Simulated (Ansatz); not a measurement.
Input and command of a calculation in Ansatz (plane waves; scalar-relativistic PAW potentials unless the input names others):

```yaml
crystal:
  lattice:
    - [3.8240007095, 0.0, 0.0]
    - [0.0, 3.8240007095, 0.0]
    - [0.0, 0.0, 20.7047876048]
  atoms:
    - { symbol: Al, position: [0.5, 0.0, 0.2414900406] }
    - { symbol: Al, position: [0.0, 0.5, 0.2414900406] }
    - { symbol: Ti, position: [0.5, 0.5, 0.3448940244] }
    - { symbol: Al, position: [0.0, 0.0, 0.3448940244] }
    - { symbol: Al, position: [0.0, 0.5, 0.4482980081] }
    - { symbol: Al, position: [0.5, 0.0, 0.4482980081] }
    - { symbol: Ti, position: [0.0, 0.0, 0.5517019919] }
    - { symbol: Al, position: [0.5, 0.5, 0.5517019919] }
    - { symbol: Al, position: [0.5, 0.0, 0.6551059756] }
    - { symbol: Al, position: [0.0, 0.5, 0.6551059756] }
    - { symbol: Ti, position: [0.5, 0.5, 0.7585099594] }
    - { symbol: Al, position: [0.0, 0.0, 0.7585099594] }
basis:
  ecutwfc: 500
kpoints:
  mp_grid: { grid: [9, 9, 1] }
hamiltonian:
  xc: r2scan
scf:
  occupations: { method: gaussian, width: 0.1 }
  mixing: { algorithm: broyden, beta: 0.5 }
output:
  forces: true
  eigenvalues: true
  stress: true
efield:
  axis: 3
  dipole_correction: true
  ramp_width: 0.04
```

```bash
ansatz run input.yaml --threads 1 --pin off --max-ram 2560MiB --backend cpu --events-out ev --progress --plain --runs-dir out
```

Abridged log:
```
Pseudopotentials: kind: paw
Pseudopotential: Al, paw, valence charge 3, recommended cutoff 500 eV (meta_gga)
Pseudopotential: Ti, paw, valence charge 12, recommended cutoff 500 eV (meta_gga)
Functional definition: r2SCAN
Crystal: 12 atoms, lattice volume = 302.766 Å³
Basis set: ecut = 500 eV, 7587 PW (Γ), exchange–correlation on 120×120×640 points (64 copies of the dense FFT grid, shifted against one another)
Bands: 44, of which v1, the nominal top of the filled ones, is band 32 counted from 1 (31 counted from 0)
Symmetry: 8 space group operations
Space group: P4mm (ITA 99), of the structure as read, at distance tolerance 6.7e-5 Å
k-points: 15 of 81
Initial density: superposition of atomic densities (neutral atoms: chi_scale 0, normalization atom), corrected by the library's trained network
Initial wavefunctions: pseudopotential atomic-orbital guess
Functional: x = r2scan, c = r2scan; τ floored in thin density (d = 2e-4 eV/Å³)
SCF iter   1: F=—  HF=-12378.318735 eV  |F-HF|=—  |Δ(HF+E_count)|=         —  Δρ=1.00e-2  dr2=1.50e0  dr2_τ=7.84e-2  ethr=1.77e-3  p=0.022 e·Å  D=1.29e-2 V/Å  ΔV_dip=-0.27 eV  dr2_dipole=1.55e0  V_vac-E_F(+/−)=3.99/4.27 eV  ⟨swp⟩=10.3  Hψ=3642  notcnv=0
efield: sawtooth ramp at fractional position 0.9800 (placed from the atoms, in the widest stretch of the axis that holds none; the zero of the levels goes with the place), width 0.0400; the density the first Hamiltonian is built on has a dipole p = 0.022 e·Å; the dipole correction subtracts the counter field D = 1.29e-2 V/Å, which shifts the + side's vacuum level by -0.27 eV against the − side's; the planar-averaged density in the ramp window peaks in size at 3.2e-4 e/Å³
SCF iter   2: F=—  HF=-12378.402801 eV  |F-HF|=—  |Δ(HF+E_count)|=   8.41e-2  Δρ=4.05e-3  dr2=4.65e-1  dr2_τ=1.95e-3  ethr=1.77e-3  p=0.013 e·Å  D=7.57e-3 V/Å  ΔV_dip=-0.16 eV  dr2_dipole=5.96e-1  V_vac-E_F(+/−)=4.07/4.23 eV  ⟨swp⟩=2.0  Hψ=902  notcnv=0  defer=54  κ⁻¹=1.0e0(r=1)
SCF iter   3: F=—  HF=-12378.401968 eV  |F-HF|=—  |Δ(HF+E_count)|=   8.33e-4  Δρ=1.91e-3  dr2=1.33e-2  dr2_τ=3.65e-4  ethr=7.38e-4  p=0.001 e·Å  D=7.15e-4 V/Å  ΔV_dip=-0.01 eV  dr2_dipole=1.11e-3  V_vac-E_F(+/−)=4.15/4.17 eV  ⟨swp⟩=2.1  Hψ=813  notcnv=0  defer=54  κ⁻¹=5.8e-2(r=2)
SCF iter   4: F=—  HF=-12378.403090 eV  |F-HF|=—  |Δ(HF+E_count)|=   1.12e-3  Δρ=7.10e-4  dr2=2.45e-3  dr2_τ=3.05e-5  ethr=2.11e-5  p=0.002 e·Å  D=1.28e-3 V/Å  ΔV_dip=-0.03 eV  dr2_dipole=3.81e-5  V_vac-E_F(+/−)=4.15/4.18 eV  ⟨swp⟩=2.2  Hψ=915  notcnv=0  defer=54  κ⁻¹=1.9e-3(r=3)
SCF iter   5: F=—  HF=-12378.403456 eV  |F-HF|=—  |Δ(HF+E_count)|=   3.65e-4  Δρ=4.42e-4  dr2=1.32e-3  dr2_τ=1.09e-5  ethr=3.88e-6  p=0.002 e·Å  D=1.29e-3 V/Å  ΔV_dip=-0.03 eV  dr2_dipole=6.99e-6  V_vac-E_F(+/−)=4.16/4.19 eV  ⟨swp⟩=2.8  Hψ=1141  notcnv=0  defer=54  κ⁻¹=2.4e-4(r=4)
SCF iter   6: F=—  HF=-12378.403466 eV  |F-HF|=—  |Δ(HF+E_count)|=   1.09e-5  Δρ=2.88e-4  dr2=4.61e-4  dr2_τ=9.47e-6  ethr=2.10e-6  p=0.002 e·Å  D=1.06e-3 V/Å  ΔV_dip=-0.02 eV  dr2_dipole=5.10e-6  V_vac-E_F(+/−)=4.17/4.19 eV  ⟨swp⟩=2.0  Hψ=693  notcnv=0  defer=54  κ⁻¹=1.4e-4(r=5)
SCF iter   7: F=—  HF=-12378.403532 eV  |F-HF|=—  |Δ(HF+E_count)|=   6.60e-5  Δρ=1.49e-4  dr2=1.08e-4  dr2_τ=1.68e-6  ethr=7.32e-7  p=0.001 e·Å  D=8.86e-4 V/Å  ΔV_dip=-0.02 eV  dr2_dipole=7.53e-7  V_vac-E_F(+/−)=4.18/4.20 eV  ⟨swp⟩=2.1  Hψ=798  notcnv=0  defer=54  κ⁻¹=2.1e-5(r=6)
SCF iter   8: F=—  HF=-12378.403534 eV  |F-HF|=—  |Δ(HF+E_count)|=   1.74e-6  Δρ=6.73e-5  dr2=3.04e-5  dr2_τ=7.54e-7  ethr=1.71e-7  p=0.001 e·Å  D=6.76e-4 V/Å  ΔV_dip=-0.01 eV  dr2_dipole=4.88e-6  V_vac-E_F(+/−)=4.18/4.20 eV  ⟨swp⟩=2.0  Hψ=716  notcnv=0  defer=54  κ⁻¹=4.0e-6(r=7)
SCF iter   9: F=—  HF=-12378.403615 eV  |F-HF|=—  |Δ(HF+E_count)|=   8.09e-5  Δρ=2.22e-5  dr2=2.28e-6  dr2_τ=7.65e-8  ethr=4.82e-8  p=0.001 e·Å  D=5.49e-4 V/Å  ΔV_dip=-0.01 eV  dr2_dipole=3.86e-7  V_vac-E_F(+/−)=4.19/4.20 eV  ⟨swp⟩=2.1  Hψ=936  notcnv=0  defer=54  κ⁻¹=4.2e-7(r=8)
SCF iter  10: F=—  HF=-12378.403615 eV  |F-HF|=—  |Δ(HF+E_count)|=   1.31e-7  Δρ=7.26e-6  dr2=2.03e-7  dr2_τ=5.51e-9  ethr=3.63e-9  p=0.001 e·Å  D=5.18e-4 V/Å  ΔV_dip=-0.01 eV  dr2_dipole=1.02e-8  V_vac-E_F(+/−)=4.19/4.20 eV  ⟨swp⟩=2.3  Hψ=920  notcnv=0  defer=54  κ⁻¹=1.7e-7(r=8)
SCF iter  11: F=-12378.403615 eV  HF=-12378.403615 eV  |F-HF|=2.08e-8  |Δ(HF+E_count)|=   4.11e-9  Δρ=2.35e-6  dr2=2.61e-8  dr2_τ=6.16e-10  ethr=1.59e-10  p=0.001 e·Å  D=5.18e-4 V/Å  ΔV_dip=-0.01 eV  dr2_dipole=1.02e-9  V_vac-E_F(+/−)=4.19/4.20 eV  ⟨swp⟩=19.4  Hψ=3413  notcnv=0
WARN: efield: at this solve's end the planar-averaged density reaches 2.17e-4 e/Å³ inside the ramp window [0.9317, 0.0683] (bound 1e-5 e/Å³); the window's nearer edge stands 3.59 Å from this solve's nearest atom along the axis. Its work functions, free energy, forces, stress, dipole, levels and responses can be off, and this figure does not tell by how much. The cell may have no vacuum along `efield.axis`. A short vacuum, a low `basis.ecutwfc` or `basis.ecutrho_ratio` and negative occupations (`scf.occupations.method`) can put density there. See the manual's quickstart, § The vacuum guard
SCF 1 converged in 11 iterations: F = -12378.403615 eV  dr2 = 2.61e-8
SCF converged after 11 iterations
Stability not checked: this state was not tested for a lower state beside it, because the mixer in use, unlike msr1, does not test its closes by its own steps (another_mixer; see scf.mixing.algorithm and scf.lower_state_search)
Free energy (F): -12378.403615 eV
Harris-Foulkes:  -12378.403615 eV  (|F-HF|=2.08e-8)
Internal energy: -12378.359956 eV  (E = F + TS)
E sigma→0 (E₀):  -12378.381785 eV
Entropy (-TS):   -0.043660 eV (-3.638 meV/atom)
Fermi energy:    4.632202 eV
Dipole field:    D = 0.000483 V/Å  (p = 0.000808 e·Å, saw-weighted, corrected)
Work function:   Φ+ = 4.1876 eV (in doubt: plateau slope 3.0e-2 eV/Å)   Φ− = 4.1993 eV (in doubt: plateau slope 1.8e-2 eV/Å)
Levels:          The Fermi level and band energies are counted from a zero that moves with the ramp; work functions are not
Vacuum region:   at the solve's end the planar-averaged density reaches 2.17e-4 e/Å³ inside the ramp window [0.9317, 0.0683] (bound 1e-5 e/Å³)
--- Forces (eV/Å), atoms counted from 1 ---
  atom   1  Al     0.00000000     0.00000000     0.40197052
  atom   2  Al     0.00000000     0.00000000     0.40197052
  atom   3  Ti     0.00000000     0.00000000    -0.69102220
  atom   4  Al     0.00000000     0.00000000     0.08737645
  atom   5  Al     0.00000000     0.00000000    -0.06599178
  atom   6  Al     0.00000000     0.00000000    -0.06599178
  atom   7  Ti     0.00000000     0.00000000    -0.21443661
  atom   8  Al     0.00000000     0.00000000     0.07335994
  atom   9  Al     0.00000000     0.00000000     0.13933433
  atom  10  Al     0.00000000     0.00000000     0.13933433
  atom  11  Ti     0.00000000     0.00000000    -0.23177970
  atom  12  Al     0.00000000     0.00000000     0.02584561
--- Stress (GPa, compression-positive) ---
       -0.726780       0.000000       0.000000
        0.000000      -0.726780       0.000000
        0.000000       0.000000      -1.363725
  P = ⅓ Tr σ = -0.9391 GPa (-9.391 kbar)
```

Apart from outputs and empty bands, the input differs from a reference run on usual settings in scf.mixing.algorithm: not typed → "broyden"; scf.mixing.beta: not typed → 0.5. The reference, at the same geometry (not necessarily relaxed), gave pressure -0.94 GPa (averaged over a cell that holds vacuum), largest force 0.691 eV/Å, no gap on the mesh. This run converged in 11 SCF iterations (reference: 10) with an energy at zero smearing within 0.01 meV/atom of the reference's, pressure -0.94 GPa (averaged over a cell that holds vacuum), largest force 0.691 eV/Å, no gap on the mesh.

Time: 51 s on 1 thread of AMD EPYC 7R43 64-Core Processor (Zen 3), on a shared host, peak memory 1.1 GiB.